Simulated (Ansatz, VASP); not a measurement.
## Two plane-wave programs on Rb

Contents of INCAR:

```
SYSTEM = Rb
PREC = Accurate
ENCUT = 520
EDIFF = 1E-6
ISMEAR = 0
SIGMA = 0.15
LREAL = .FALSE.
LASPH = .TRUE.
NELM = 100
ALGO = Normal
ISIF = 2
LWAVE = .FALSE.
LCHARG = .FALSE.
GGA = CA
NBANDS = 10
```

Contents of KPOINTS:

```
regular mesh
0
G
  12 12 12
  0 0 0
```

POSCAR

```
Rb
1.0
    0.0000000000      3.4252626154      4.1103151385
    3.4252626154      0.0000000000      4.1103151385
    3.4252626154      3.4252626154      0.0000000000
Rb
1
Direct
    0.0000000000      0.0000000000      0.0000000000
```

Input for Ansatz:

```yaml
crystal:
  lattice:
    - [0.0, 3.4252626154, 4.1103151385]
    - [3.4252626154, 0.0, 4.1103151385]
    - [3.4252626154, 3.4252626154, 0.0]
  atoms:
    - { symbol: Rb, position: [0.0, 0.0, 0.0] }
basis:
  ecutwfc: 420
kpoints:
  mp_grid: { grid: [12, 12, 12] }
hamiltonian:
  xc: lda
scf:
  occupations: { method: gaussian, width: 0.15 }
output:
  forces: true
  stress: true
  eigenvalues: true
```

Alike in both runs: task single point; functional LDA; k mesh 12 × 12 × 12; occupations gaussian, width 0.15 eV; no spin polarisation.

```csv
,VASP,Ansatz
version,VASP 6.6.1,Ansatz 0.2.0
potentials or method,"VASP PAW LDA potentials, release 64 (Rb_sv)","scalar-relativistic, plane waves, PAW"
plane-wave cutoff (eV),520,420
valence electrons in the cell,9,9
```

|  | VASP | Ansatz | Ansatz less VASP |
| --- | --- | --- | --- |
| gap on the k mesh at the Fermi level (eV) | none | none | - |
| pressure (GPa) | -0.5 | -0.5 | 0.00 |
| largest component of the traceless stress (GPa) | 0.16 | 0.16 | 0.000 |

A gap of «none» marks a metal or a gap that the smearing closes.
